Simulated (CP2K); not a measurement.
Runs of CP2K 2026.2 on W. The structure is cubic, space group Im-3m (No. 229). Conventional cell: a = 3.165 Å, b = 3.165 Å, c = 3.165 Å, α = 90.00°, β = 90.00°, γ = 90.00°. Around W (site symmetry m-3m) lie 8 W at 2.74 Å. 

```csv
task,level,potentials or basis,smearing,EPS_DEFAULT,NGRIDS,basis sets,potentials,points a segment of the path (NPOINTS),gap on the mesh (eV),pressure (GPa),V0 of scaled cells (Å³/atom),B0 (GPa)
band structure,PBEsol,POTENTIAL_UZH W GTH-PBE-q14; TZVP-MOLOPT-PBE-GTH basis,fermi-dirac 0.0259 eV,1.0E-9,4,W TZVP-MOLOPT-PBE-GTH-q14,W GTH-PBE-q14 of POTENTIAL_UZH,6,none,-3.2,-,-
equation of state,PBEsol,POTENTIAL_UZH W GTH-PBE-q14; TZVP-MOLOPT-PBE-GTH basis,fermi-dirac 0.05 eV,1.0E-10,4,W TZVP-MOLOPT-PBE-GTH-q14,W GTH-PBE-q14 of POTENTIAL_UZH,-,-,-,(c),319
single point,PBE,POTENTIAL_UZH W GTH-PBE-q14; TZVP-MOLOPT-PBE-GTH basis,fermi-dirac 0.05 eV,1.0E-10,5,W TZVP-MOLOPT-PBE-GTH-q14,W GTH-PBE-q14 of POTENTIAL_UZH,-,none,3.6,-,-
band structure,PBE,POTENTIAL_UZH W GTH-PBE-q14; TZVP-MOLOPT-PBE-GTH basis,fermi-dirac 0.01 eV,1.0E-9,5,W TZVP-MOLOPT-PBE-GTH-q14,W GTH-PBE-q14 of POTENTIAL_UZH,8,none,3.8,-,-
equation of state,PBEsol+D4,POTENTIAL_UZH W GTH-PBE-q14; TZVP-MOLOPT-PBE-GTH basis,fermi-dirac 0.05 eV,1.0E-9,4,W TZVP-MOLOPT-PBE-GTH-q14,W GTH-PBE-q14 of POTENTIAL_UZH,-,-,-,(b),326
equation of state,PBE,POTENTIAL_UZH W GTH-PBE-q14; TZVP-MOLOPT-PBE-GTH basis,fermi-dirac 0.05 eV,1.0E-10,5,W TZVP-MOLOPT-PBE-GTH-q14,W GTH-PBE-q14 of POTENTIAL_UZH,-,-,-,16.03,(a)
band structure,TB-mBJ,POTENTIAL_UZH W GTH-PBE-q14; TZVP-MOLOPT-PBE-GTH basis,fermi-dirac 0.0259 eV,1.0E-10,4,W TZVP-MOLOPT-PBE-GTH-q14,W GTH-PBE-q14 of POTENTIAL_UZH,10,none,-,-,-
band structure,r2SCAN,POTENTIAL_UZH W GTH-SCAN-q14; TZVP-MOLOPT-SCAN-GTH basis,fermi-dirac 0.1 eV,1.0E-9,5,W TZVP-MOLOPT-SCAN-GTH-q14,W GTH-SCAN-q14 of POTENTIAL_UZH,8,none,-4.1,-,-
```

Alike in all rows: no spin polarisation; cell as given; k mesh 12 × 12 × 12.

**Question.** Fill in the values left out.

**Answer.** (a) 303; (b) 15.49; (c) 15.68.

Caveats: the basis of atomic orbitals isn't converged, which shifts pressures, moduli and gaps; the potentials were made for another functional, which shifts forces and pressure (some runs); this is a model potential without an energy functional, so only levels have meaning (some runs).

A k mesh can miss the band edges, and the runs leave out spin-orbit coupling on W.

A gap of «none» marks a metal or a gap under the smearing width.

Not every run made on this cell is shown here.
